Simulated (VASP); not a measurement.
Write the native input for VASP 6.6.1 that does the following.

```
Task                   : band structure
Functional             : TB-mBJ
Potentials or basis    : VASP PAW PBE potentials, release 64 (Cd, Se)
Cutoff                 : 520 eV
k mesh                 : 8 × 8 × 8
Occupations            : gaussian, width 0.03 eV
Spin                   : no spin polarisation
Further INCAR settings : ALGO = Normal; EDIFF = 1e-06; NBANDS = 16
```

CdSe:

```
Cd Se
1.0
     0.00000    3.04621    3.04621
     3.04621    0.00000    3.04621
     3.04621    3.04621    0.00000
Cd Se
1 1
Direct
  0.00000 0.00000 0.00000
  0.75000 0.75000 0.75000
```

Measurements of this composition are mostly on another form, of space group No. 186.

The input as run:

POSCAR

```
CdSe                                    
1.0
    0.0000000000      3.0462087306      3.0462087306
    3.0462087306      0.0000000000      3.0462087306
    3.0462087306      3.0462087306      0.0000000000
  Cd              Se            
     1     1
Direct
     0.0000000000000000    0.0000000000000000    0.0000000000000000
     0.7500000000000000    0.7500000000000000    0.7500000000000000
```

INCAR.step1

```
PREC = Accurate
ENCUT = 520
EDIFF = 1E-5
ISMEAR = 0
SIGMA = 0.03
LREAL = False
LASPH = True
NELM = 80
ALGO = Normal
ISIF = 2
LWAVE = True
LCHARG = False
NBANDS = 16
GGA = PE
```

INCAR.step2

```
PREC = Accurate
ENCUT = 520
EDIFF = 1E-6
ISMEAR = 0
SIGMA = 0.03
LREAL = False
LASPH = True
NELM = 80
ALGO = Normal
ISIF = 2
LWAVE = False
LCHARG = False
METAGGA = MBJ
NBANDS = 16
ISTART = 1
```

KPOINTS

```
Automatic mesh
0
Gamma
  8 8 8
```

KPOINTS_OPT

```
explicit points
159
Reciprocal
 0.0000000000  0.0000000000  0.0000000000 1
 0.0357142857  0.0000000000  0.0357142857 1
 0.0714285714  0.0000000000  0.0714285714 1
 0.1071428571  0.0000000000  0.1071428571 1
 0.1428571429  0.0000000000  0.1428571429 1
 0.1785714286  0.0000000000  0.1785714286 1
[... 151 lines left out ...]
 0.4250000000  0.0000000000  0.4250000000 1
 0.4500000000  0.0000000000  0.4500000000 1
```

Potentials or basis: VASP PAW PBE potentials, release 64 (Cd, Se).

Run with:

```console
$ cat potpaw_PBE.64/Cd/POTCAR potpaw_PBE.64/Se/POTCAR > POTCAR
$ cp INCAR.step1 INCAR
$ mpirun -np 1 vasp_std > vasp.out
$ cp INCAR.step2 INCAR
$ mpirun -np 1 vasp_std > vasp.out
```

Results of the run:

```
Band gap on the k mesh  : 1.94 eV, direct
Band gap along the path : 1.94 eV, direct
```

Wall time 2.2 min on 1 thread of Intel(R) Xeon(R) Platinum 8259CL CPU @ 2.50GHz (Skylake/Cascade Lake), with other jobs on the host, peak memory 0.21 GiB.
